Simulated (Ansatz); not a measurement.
Crystal: CdO (Monteponite).

```
Cd O
1.0
     0.00000    2.34950    2.34950
     2.34950    0.00000    2.34950
     2.34950    2.34950    0.00000
Cd O
1 1
Direct
  0.00000 0.00000 0.00000
  0.50000 0.50000 0.50000
```

* Program: Ansatz 0.2.0
* Task: relaxation of cell and atoms
* Functional: RPBE
* Potentials or basis: Ansatz PAW
* Cutoff: 420 eV (not typed: the program's choice for these potentials)
* k mesh: 10 × 10 × 10
* Occupations: fermi-dirac, width 0.05 eV
* Spin: no spin polarisation

At the start: volume 12.97 Å³/atom.

**Question.** How do energy, volume and symmetry change on relaxing?

**Answer.** It ends after 7 steps and the volume is 14.03 Å³/atom (+8.2 %); space group Fm-3m (No. 225, to 0.05 Å).

The path:
```csv
step,energy change (eV),largest force (eV/Å),volume (Å³)
1,0.0000,0.0000,25.94
2,-0.0550,0.0000,28.29
3,-0.0571,0.0000,28.01
4,-0.0572,0.0000,27.97
5,-0.0652,0.0000,27.97
6,-0.0651,0.0000,28.06
7,-0.0653,0.0000,28.06
```

Final structure:
```cif
data_structure
_symmetry_space_group_name_H-M 'P 1'
_symmetry_Int_Tables_number 1
_cell_length_a 3.4109
_cell_length_b 3.4109
_cell_length_c 3.4109
_cell_angle_alpha 60.000
_cell_angle_beta 60.000
_cell_angle_gamma 60.000
_cell_volume 28.06
loop_
_atom_site_label
_atom_site_type_symbol
_atom_site_fract_x
_atom_site_fract_y
_atom_site_fract_z
_atom_site_occupancy
Cd1 Cd 0.00000 0.00000 0.00000 1
O1 O 0.50000 0.50000 0.50000 1
```

Caveat: the plane-wave basis is chosen anew once the cell has moved, so the energies of steps on either side of that aren't comparable; the pressure holds a Pulay correction of +0.4 GPa for the finite cutoff; the PAW data sets come from PBE, with cores solved anew for the run's functional, which leaves a small shift of forces and pressure.
